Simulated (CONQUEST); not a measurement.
Crystal: CdO (Monteponite).

```xyz
4
Lattice="3.3227 0.0000 0.0000 0.0000 3.3227 0.0000 0.0000 0.0000 4.6990" Properties=species:S:1:pos:R:3 pbc="T T T"
Cd    0.0000    0.0000    0.0000
Cd    1.6613    1.6613    2.3495
O     0.0000    0.0000    2.3495
O     1.6613    1.6613    0.0000
```

Base run:

```yaml
Program: CONQUEST 1.3
Functional: PBE
Potentials_or_basis: PseudoDojo NC PBE, SZP, grid cutoff 150 Ha
k_mesh: 8 × 8 × 6
Occupations: fermi-dirac, width 0.05 eV
Spin: no spin polarisation
```

Its results: band gap on the k mesh none (metal or under the smearing width); pressure 13.7 GPa.

Question: After a change of settings the same cell gave: band gap on the k mesh none (metal or under the smearing width); pressure 8.2 GPa. Which change was it?
A. potentials or basis from PseudoDojo NC PBE, SZP, grid cutoff 150 Ha to PseudoDojo NC PBE, DZP, grid cutoff 150 Ha
B. k mesh from 8 × 8 × 6 to 7 × 7 × 5
C. k mesh from 8 × 8 × 6 to 6 × 6 × 4
D. k mesh from 8 × 8 × 6 to 5 × 5 × 3

Answer: A.

Caveats: the basis of atomic orbitals isn't converged, which shifts pressures, moduli and gaps; the real-space grid breaks the cell's symmetry a little; the atomic basis is small (some runs).
